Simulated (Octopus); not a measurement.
# NaI under changes of volume

One of the cells (33.899 Å³/atom); the others are scaled copies at fixed shape and fractional positions:

```
I Na
1.0
     0.00000    3.23640    3.23640
     3.23640    0.00000    3.23640
     3.23640    3.23640    0.00000
I Na
1 1
Direct
  0.50000 0.50000 0.50000
  0.00000 0.00000 0.00000
```

| Property | Result |
| --- | --- |
| Program | Octopus 16.4 |
| Functional | PBE |
| Potentials or basis | pseudodojo_pbe (PseudoDojo 0.5, PBE) |
| Grid spacing | 0.127 Å |
| k mesh | 7 × 7 × 7 |
| Occupations | fermi-dirac, width 0.05 eV |
| Spin | no spin polarisation |

```csv
volume (Å³/atom),energy over the lowest point (meV/atom),gap on the mesh (eV)
31.865,20.94,3.81
32.543,12.35,3.75
33.221,?,?
33.899,3.72,3.64
34.577,1.76,3.59
35.255,0.00,3.54
35.933,1.03,3.49
```

Question: What does the run at 33.221 Å³/atom give?

Answer: Energy over the lowest point 6.26 meV/atom; gap on the mesh 3.69 eV.

Worked out: A Birch-Murnaghan fit of order 3 (a polynomial in V^(-2/3)) to the other rows has its minimum at 35.48 Å³/atom with B0 = V·E''(V) = 10.1 GPa (rough, since the energies scatter). It gives 7.06 meV/atom at 33.221 Å³/atom, against the run's 6.26. A straight line through the other rows of the gap, of slope -2.65 eV per unit of ln V (its deformation potential), gives 3.70 eV, against the run's 3.69.

Energies are extrapolated to zero smearing.

Caveats: spin-orbit coupling is left out, which moves the levels of the heavy elements.
